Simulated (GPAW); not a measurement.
TiSe:

```
Se Ti
1.0
     3.55900    0.00000    0.00000
    -1.77950    3.08218    0.00000
     0.00000    0.00000    6.22000
Se Ti
2 2
Direct
  0.66667 0.33333 0.75000
  0.33333 0.66667 0.25000
  0.00000 0.00000 0.50000
  0.00000 0.00000 0.00000
```

```yaml
Program: GPAW 26.7.0
Task: relaxation of cell and atoms
Functional: PBEsol
Dispersion: D3(BJ)+ATM
Potentials_or_basis: PAW data sets generated in the run's folder for this functional
Cutoff: 600 eV
Basis: pw
k_mesh: 6 × 6 × 3
Occupations: fermi-dirac, width 0.05 eV
Spin: no spin polarisation
```

At the start: pressure -5.0 GPa; volume 17.06 Å³/atom.

How do energy, volume and symmetry change on relaxing?

Over 8 steps the energy falls by 83.2 meV/atom and the volume is 15.95 Å³/atom (-6.5 %); space group P6_3/mmc (No. 194, to 0.05 Å).

Step by step:
```tsv
step	energy change (eV)	largest force (eV/Å)	pressure (GPa)	volume (Å³)
1	0.0000	0.0000	-4.97	68.23
2	-0.0184	0.0000	-4.40	67.84
3	-0.1641	0.0000	6.55	62.04
4	-0.1885	0.0000	4.78	62.72
5	-0.2800	0.0000	0.46	64.20
6	-0.3306	0.0000	-1.33	64.48
7	-0.3331	0.0000	-0.52	64.01
8	-0.3328	0.0000	0.00	63.78
```

Final structure:
```cif
data_structure
_symmetry_space_group_name_H-M 'P 1'
_symmetry_Int_Tables_number 1
_cell_length_a 3.3163
_cell_length_b 3.3163
_cell_length_c 6.6966
_cell_angle_alpha 90.000
_cell_angle_beta 90.000
_cell_angle_gamma 120.000
_cell_volume 63.78
loop_
_atom_site_label
_atom_site_type_symbol
_atom_site_fract_x
_atom_site_fract_y
_atom_site_fract_z
_atom_site_occupancy
Se1 Se 0.66667 0.33333 0.75000 1
Se2 Se 0.33333 0.66667 0.25000 1
Ti1 Ti 0.00000 0.00000 0.50000 1
Ti2 Ti 0.00000 0.00000 0.00000 1
```

Caveat: later steps reuse the first step's grids; pairwise dispersion overbinds metals, which lowers pressure and volume.
